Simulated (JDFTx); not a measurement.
# Al (Im-3m) in JDFTx: convergence with k mesh

Aim: find how far k mesh must go before the results for Al settle, at PBE. This setting moves, with any that are tied to it; all else stays.

Program: JDFTx 1.7.0 (patched build). These are calculated values, not measurements. Logs are shortened: lines on timing, memory, paths and dates and some standing lists are left out, and cuts for length are marked. The log counts tension as positive stress, the text compression.

### Step 1. The crystal as given

It takes space group Im-3m (No. 229, cubic). Conventional cell: a = 3.182 Å, b = 3.182 Å, c = 3.182 Å, α = 90.00°, β = 90.00°, γ = 90.00°. Al (site symmetry m-3m) is surrounded by 8 Al at 2.76 Å.

This isn't the form of Al at room conditions, which is fcc.

### Step 2. With k mesh 2 × 2 × 2

Contents of Al.in:

```
include Al.lattice
coords-type Lattice
include Al.ionpos

ion-species pseudo/Al.upf
elec-cutoff 20
elec-ex-corr gga-PBE
kpoint-folding 2 2 2
elec-smearing Cold 0.0018374661
elec-n-bands 6
electronic-SCF nIterations 100 energyDiffThreshold 1e-09
electronic-minimize nIterations 30 energyDiffThreshold 1e-7
converge-empty-states yes
forces-output-coords Cartesian

dump-name run.$VAR
dump End Ecomponents EigStats BandEigs Kpoints Forces Stress
```

Contents of Al.lattice:

```
lattice \
   -3.0069675285     3.0069675285     3.0069675285 \
    3.0069675285    -3.0069675285     3.0069675285 \
    3.0069675285     3.0069675285    -3.0069675285
```

Contents of Al.ionpos:

```
ion Al     0.0000000000     0.0000000000     0.0000000000 1
```

Potentials or basis: PseudoDojo-SR-PBE-0.5-stringent.

Started as:

```
$ jdftx -c 1 -i Al.in -o Al.out
```

Standard output:

```text
*************** JDFTx 1.7.0 (patched build) ***************

Input parsed successfully to the following command list (including defaults):
[... the input with its defaults ...]

---------- Setting up symmetries ----------

Found 48 point-group symmetries of the bravais lattice
Found 48 space-group symmetries with basis
Applied RMS atom displacement 0 bohrs to make symmetries exact.

---------- Initializing the Grid ----------
R =
[     -3.00697      3.00697      3.00697  ]
[      3.00697     -3.00697      3.00697  ]
[      3.00697      3.00697     -3.00697  ]
unit cell volume = 108.754
G =
[ -1.52941e-17    1.04477    1.04477  ]
[    1.04477 -1.52941e-17    1.04477  ]
[    1.04477    1.04477 -1.52941e-17  ]
Minimum fftbox size, Smin = [  24  24  24  ]
Chosen fftbox size, S = [  24  24  24  ]

---------- Exchange Correlation functional ----------
Initalized PBE GGA exchange.
Initalized PBE GGA correlation.

---------- Setting up pseudopotentials ----------
Width of ionic core gaussian charges (only for fluid interactions / plotting) set to 0

Reading pseudopotential file 'pseudo/Al.upf':
  'Al' pseudopotential, 'PBE' functional
  Generated using ONCVPSP code by D. R. Hamann
  3 valence electrons, 2 orbitals, 6 projectors, 1001 radial grid points, with lMax = 2
    3S    l: 0   occupation:  2.0   eigenvalue: -0.284914
    3P    l: 1   occupation:  1.0   eigenvalue: -0.099668
  Core radius for overlap checks: 1.74 bohrs.

Initialized 1 species with 1 total atoms.

Folded 1 k-points by 2x2x2 to 8 k-points.

---------- Setting up k-points, bands, fillings ----------
Reduced to 3 k-points under symmetry.
Computing the number of bands and number of electrons
Calculating initial fillings.
nElectrons:   3.000000   nBands: 6   nStates: 3

----- Setting up reduced wavefunction bases (one per k-point) -----
average nbasis = 472.625 , ideal nbasis = 464.606

---------- Setting up ewald sum ----------
Optimum gaussian width for ewald sums = 1.877486 bohr.
Real space sum over 2197 unit cells with max indices [  6  6  6  ]
Reciprocal space sum over 2197 terms with max indices [  6  6  6  ]

---------- Allocating electronic variables ----------
Initializing wave functions:  linear combination of atomic orbitals
Note: number of bands (6) exceeds available atomic orbitals (4)
Al pseudo-atom occupations:   s ( 2 )  p ( 1 )
	FillingsUpdate:  mu: +0.184077440  nElectrons: 3.000000
LCAOMinimize: Iter:   0  F: -2.0869576835528489  |grad|_K:  2.774e-04  alpha:  1.000e+00
	FillingsUpdate:  mu: +0.184098759  nElectrons: 3.000000
LCAOMinimize: Iter:   1  F: -2.0869617967279623  |grad|_K:  2.549e-07  alpha:  9.901e-01  linmin:  1.398e-01  cgtest: -7.901e-01
LCAOMinimize: 	Wrong curvature in test step, increasing alphaT to 2.970258e+00.
	FillingsUpdate:  mu: +0.184098760  nElectrons: 3.000000
LCAOMinimize: Iter:   2  F: -2.0869617967316483  |grad|_K:  2.018e-07  alpha: -1.214e+00  linmin: -1.467e-04  cgtest:  7.925e-01
LCAOMinimize: Encountered beta<0, resetting CG.
	FillingsUpdate:  mu: +0.184098755  nElectrons: 3.000000
LCAOMinimize: Iter:   3  F: -2.0869617967332759  |grad|_K:  1.307e-07  alpha:  3.488e-01  linmin: -2.443e-01  cgtest:  1.000e+00
LCAOMinimize: Encountered beta<0, resetting CG.
LCAOMinimize: Converged (|Delta F|<1.000000e-06 for 2 iters).

-------- Electronic minimization -----------
Will mix electronic density at each iteration.
	FillingsUpdate:  mu: +0.184098755  nElectrons: 3.000000
	FillingsUpdate:  mu: +0.160578230  nElectrons: 3.000000
SCF: Cycle:  0   F: -2.119914091073018   dF: -3.295e-02   |Residual|: 1.722e-02   |deigs|: 5.573e-01
	FillingsUpdate:  mu: +0.160240421  nElectrons: 3.000000
SCF: Cycle:  1   F: -2.120076415738472   dF: -1.623e-04   |Residual|: 9.904e-03   |deigs|: 9.563e-03
	FillingsUpdate:  mu: +0.159999834  nElectrons: 3.000000
SCF: Cycle:  2   F: -2.120082206998930   dF: -5.791e-06   |Residual|: 6.108e-04   |deigs|: 1.577e-03
	FillingsUpdate:  mu: +0.159981352  nElectrons: 3.000000
SCF: Cycle:  3   F: -2.120082419474668   dF: -2.125e-07   |Residual|: 3.517e-04   |deigs|: 9.087e-05
	FillingsUpdate:  mu: +0.159958165  nElectrons: 3.000000
SCF: Cycle:  4   F: -2.120082662469445   dF: -2.430e-07   |Residual|: 3.441e-05   |deigs|: 5.498e-05
	FillingsUpdate:  mu: +0.159958106  nElectrons: 3.000000
SCF: Cycle:  5   F: -2.120082670578143   dF: -8.109e-09   |Residual|: 3.452e-05   |deigs|: 9.628e-06
	FillingsUpdate:  mu: +0.159958393  nElectrons: 3.000000
SCF: Cycle:  6   F: -2.120082675477049   dF: -4.899e-09   |Residual|: 3.774e-05   |deigs|: 4.664e-06
	FillingsUpdate:  mu: +0.159955899  nElectrons: 3.000000
SCF: Cycle:  7   F: -2.120082676490322   dF: -1.013e-09   |Residual|: 2.500e-05   |deigs|: 3.833e-06
	FillingsUpdate:  mu: +0.159955646  nElectrons: 3.000000
SCF: Cycle:  8   F: -2.120082676701007   dF: -2.107e-10   |Residual|: 2.674e-05   |deigs|: 9.919e-07
	FillingsUpdate:  mu: +0.159957373  nElectrons: 3.000000
SCF: Cycle:  9   F: -2.120082676817322   dF: -1.163e-10   |Residual|: 2.600e-06   |deigs|: 2.215e-06
SCF: Converged (|Delta E|<1.000000e-09 for 2 iters).

Setting wave functions to eigenvectors of Hamiltonian
Converging empty states (this may take a while): |deigs|: 2.119e-07

# Stress tensor in Cartesian coordinates [Eh/a0^3]:
[  4.23532e-05            0            0  ]
[            0  4.23532e-05            0  ]
[            0            0  4.23532e-05  ]

# Ionic positions in lattice coordinates:
ion Al   0.000000000000000   0.000000000000000   0.000000000000000 1

# Forces in Cartesian coordinates:
force Al  -0.000000000000000  -0.000000000000000  -0.000000000000000 1

# Energy components:
   Eewald =       -2.7231006599792211
       EH =        0.0023967631210232
     Eloc =        0.2464204504029604
      Enl =        0.3893246151879820
      Exc =       -1.0888154288087730
 Exc_core =        0.2269453042824520
       KE =        0.8269819759327500
-------------------------------------
     Etot =       -2.1198469798608262
       TS =        0.0002356969564962
-------------------------------------
        F =       -2.1200826768173222

IonicMinimize: Iter:   0  F: -2.120082676817322  |grad|_K:  0.000e+00
IonicMinimize: Converged (|grad|_K<1.000000e-04).

#--- Lowdin population analysis ---
# oxidation-state Al +0.047

Dumping 'run.eigStats' ...
	eMin: -0.114754 at state 0 ( [ +0.000000 +0.000000 +0.000000 ] spin 0 )
	HOMO: +0.157757 at state 1 ( [ +0.000000 +0.000000 +0.500000 ] spin 0 )
	mu  : +0.159958
	LUMO: +0.370597 at state 2 ( [ +0.500000 +0.500000 +0.500000 ] spin 0 )
	eMax: +0.852509 at state 0 ( [ +0.000000 +0.000000 +0.000000 ] spin 0 )
	HOMO-LUMO gap: +0.212839
	Optical gap  : +0.448822 at state 1 ( [ +0.000000 +0.000000 +0.500000 ] spin 0 )
Done!
[note: the HOMO, LUMO and gaps printed at the end count levels as full or empty at half filling, so they show a gap where a level is partly filled]
```

Run time: 0.72 s. Hardware: 1 thread of Arm Neoverse V1, shared host; peak memory 0.05 GiB.

Results:

```yaml
Free_energy: -57.6904 eV
Pressure: -1.2 GPa
Band_gap_on_the_k_mesh: none (metal or under the smearing width)
```

### Step 3. With k mesh 4 × 4 × 4

Changes to Al.in since step 2:

```diff
@@ -7,3 +7,3 @@
 elec-ex-corr gga-PBE
-kpoint-folding 2 2 2
+kpoint-folding 4 4 4
 elec-smearing Cold 0.0018374661
```

Al.lattice is that of step 2.

Al.ionpos is that of step 2.

Potentials or basis: PseudoDojo-SR-PBE-0.5-stringent.

Started as:

```
$ jdftx -c 1 -i Al.in -o Al.out
```

Wall time 1.5 s (1 thread of Arm Neoverse V1, shared host); peak memory 0.05 GiB.

What came out:

```yaml
Free_energy: -56.5342 eV
Pressure: 4.5 GPa
Band_gap_on_the_k_mesh: none (metal or under the smearing width)
```

### Step 4. With k mesh 5 × 5 × 5

Changes to Al.in since step 3:

```diff
@@ -7,3 +7,3 @@
 elec-ex-corr gga-PBE
-kpoint-folding 4 4 4
+kpoint-folding 5 5 5
 elec-smearing Cold 0.0018374661
```

Al.lattice is that of step 3.

Al.ionpos is that of step 3.

Started as:

```
$ jdftx -c 1 -i Al.in -o Al.out
```

Run time: 1.8 s. Hardware: 1 thread of Arm Neoverse V1, shared host; peak memory 0.05 GiB.

What came out:

| Item | Value |
| --- | --- |
| Free energy | -56.7835 eV |
| Pressure | 5.5 GPa |
| Band gap on the k mesh | none (metal or under the smearing width) |

### Step 5. With k mesh 6 × 6 × 6

Changes to Al.in since step 4:

```diff
@@ -7,3 +7,3 @@
 elec-ex-corr gga-PBE
-kpoint-folding 5 5 5
+kpoint-folding 6 6 6
 elec-smearing Cold 0.0018374661
```

Al.lattice is that of step 4.

Al.ionpos is that of step 4.

Started as:

```
$ jdftx -c 1 -i Al.in -o Al.out
```

Wall time 2.7 s (1 thread of Arm Neoverse V1, shared host); peak memory 0.05 GiB.

What came out:

- Free energy: -56.8382 eV
- Pressure: 4.1 GPa
- Band gap on the k mesh: none (metal or under the smearing width)

### Step 6. With k mesh 8 × 8 × 8

Changes to Al.in since step 5:

```diff
@@ -7,3 +7,3 @@
 elec-ex-corr gga-PBE
-kpoint-folding 6 6 6
+kpoint-folding 8 8 8
 elec-smearing Cold 0.0018374661
```

Al.lattice is that of step 5.

Al.ionpos is that of step 5.

Potentials or basis: PseudoDojo-SR-PBE-0.5-stringent.

Started as:

```
$ jdftx -c 1 -i Al.in -o Al.out
```

Wall time 4.6 s (1 thread of Arm Neoverse V1, shared host); peak memory 0.05 GiB.

The run converged. Its results:

```yaml
Free_energy: -56.7440 eV
Pressure: 4.0 GPa
Band_gap_on_the_k_mesh: none (metal or under the smearing width)
```

### Step 7. With k mesh 10 × 10 × 10

Changes to Al.in since step 6:

```diff
@@ -7,3 +7,3 @@
 elec-ex-corr gga-PBE
-kpoint-folding 8 8 8
+kpoint-folding 10 10 10
 elec-smearing Cold 0.0018374661
```

Al.lattice is that of step 6.

Al.ionpos is that of step 6.

Started as:

```
$ jdftx -c 1 -i Al.in -o Al.out
```

It took 7 s on 1 thread of Arm Neoverse V1, shared host; peak memory 0.05 GiB.

Results (log left out):

```
Free energy            : -56.7980 eV
Pressure               : 4.1 GPa
Band gap on the k mesh : none (metal or under the smearing width)
```

### Step 8. With k mesh 12 × 12 × 12

Changes to Al.in since step 7:

```diff
@@ -7,3 +7,3 @@
 elec-ex-corr gga-PBE
-kpoint-folding 10 10 10
+kpoint-folding 12 12 12
 elec-smearing Cold 0.0018374661
```

Al.lattice is that of step 7.

Al.ionpos is that of step 7.

Started as:

```
$ jdftx -c 1 -i Al.in -o Al.out
```

Run time: 11 s. Hardware: 1 thread of Arm Neoverse V1, shared host; peak memory 0.05 GiB.

The run converged. Its results:

```yaml
Free_energy: -56.7786 eV
Pressure: 3.6 GPa
Band_gap_on_the_k_mesh: none (metal or under the smearing width)
```

### Step 9. With k mesh 14 × 14 × 14

Changes to Al.in since step 8:

```diff
@@ -7,3 +7,3 @@
 elec-ex-corr gga-PBE
-kpoint-folding 12 12 12
+kpoint-folding 14 14 14
 elec-smearing Cold 0.0018374661
```

Al.lattice is that of step 8.

Al.ionpos is that of step 8.

Potentials or basis: PseudoDojo-SR-PBE-0.5-stringent.

Started as:

```
$ jdftx -c 1 -i Al.in -o Al.out
```

It took 15 s on 1 thread of Arm Neoverse V1, shared host; peak memory 0.05 GiB.

It converged, with:

| Property | Result |
| --- | --- |
| Free energy | -56.7881 eV |
| Pressure | 3.7 GPa |
| Band gap on the k mesh | none (metal or under the smearing width) |

### Step 10. Summary

| k mesh | energy less the tightest run, at zero smearing (meV/atom) | pressure (GPa) | SCF cycles | CPU time (s) | peak memory (GiB) |
| --- | --- | --- | --- | --- | --- |
| 2 × 2 × 2 | -902.33 | -1.25 | 10 | 0.72 | 0.05 |
| 4 × 4 × 4 | 253.90 | 4.47 | 10 | 1.5 | 0.05 |
| 5 × 5 × 5 | 4.55 | 5.46 | 11 | 1.8 | 0.05 |
| 6 × 6 × 6 | -50.12 | 4.05 | 11 | 2.7 | 0.05 |
| 8 × 8 × 8 | 44.07 | 4.03 | 11 | 4.6 | 0.05 |
| 10 × 10 × 10 | -9.98 | 4.07 | 11 | 7 | 0.05 |
| 12 × 12 × 12 | 9.46 | 3.55 | 11 | 11 | 0.05 |
| 14 × 14 × 14 | 0.00 | 3.67 | 11 | 15 | 0.05 |

Not settled before the last step: the energy (to 1 meV/atom), the pressure (to 0.1 GPa). Meshes of other sizes hit other points, so gaps and Fermi surfaces needn't settle smoothly. The tightest run that finished is the yardstick and may itself not be fully converged.

Caveats: the empty levels aren't tightly converged.
